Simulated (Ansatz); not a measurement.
**From the elastic tensor of HfO$_{2}$ at 18 GPa (stress–strain coefficients) to moduli and sound speeds**

Theory: DFT PBEsol, scalar-relativistic, plane waves, PAW in Ansatz. Plane waves to 420 eV; Γ-centred k mesh 6×6×6; fixed occupations. No spin polarisation.

The structure is tetragonal, space group P4_2/nmc (No. 137). The conventional cell has a = 3.496 Å, b = 3.496 Å, c = 4.992 Å, α = 90.00°, β = 90.00°, γ = 90.00°. Hf (site symmetry -4m2) is surrounded by 8 O at 2.06 to 2.25 Å. O (site symmetry 2mm) is surrounded by 4 Hf at 2.06 to 2.25 Å.

Spin–orbit coupling is left out, which can shift energies with elements as heavy as these. Other phases may be more stable at this pressure.

Relaxed-ion constants (GPa, on the Cartesian axes of the calculation):
C11 = 492.7, C12 = 314.7, C13 = 138.1, C22 = 492.7, C23 = 138.1, C33 = 489.7, C44 = 65.2, C55 = 65.2, C66 = 219.2 GPa; the others vanish.

Density 11.460 g/cm³; 6 atoms in 61.00 Å³.

The values that follow are for a polycrystal of randomly turned grains, by Hill's mean where one number stands. In a crystal this anisotropic the Voigt and Reuss bounds lie far apart, so Hill's mean and the sound speeds and Debye temperature from it are rough.

With S = C⁻¹: B_V = (C11+C22+C33+2(C12+C13+C23))/9, G_V = (C11+C22+C33−C12−C13−C23+3(C44+C55+C66))/15, 1/B_R = S11+S22+S33+2(S12+S13+S23), 15/G_R = 4(S11+S22+S33−S12−S13−S23)+3(S44+S55+S66); Hill is their mean. Then v_l = √((B+4G/3)/ρ), v_t = √(G/ρ), v_m = [(2/v_t³+1/v_l³)/3]^(−1/3) and Θ = (ħ/k_B)·v_m·(6π²n/V)^(1/3) for n atoms in the volume V; E = 9BG/(3B+G), ν = (3B−2G)/(2(3B+G)) and A^U = 5G_V/G_R + B_V/B_R − 6.

| Item | Value |
| --- | --- |
| Bulk modulus, Voigt / Reuss / Hill | 295.2 / 289.3 / 292.3 GPa |
| Shear modulus, Voigt / Reuss / Hill | 128.9 / 97.2 / 113.1 GPa |
| Young's modulus | 300 GPa |
| Poisson ratio | 0.329 |
| Pugh ratio B/G | 2.58 |
| Universal anisotropy index | 1.65 |
| Longitudinal and transverse sound speeds | 6217 and 3141 m/s |
| Debye temperature from the mean sound speed | 484 K |

This form isn't the usual stable structure of the compound at low pressure.

Cost: 1 run of about 3.7 core-minutes, on Intel Xeon 6975P-C (Granite Rapids) (shared hosts).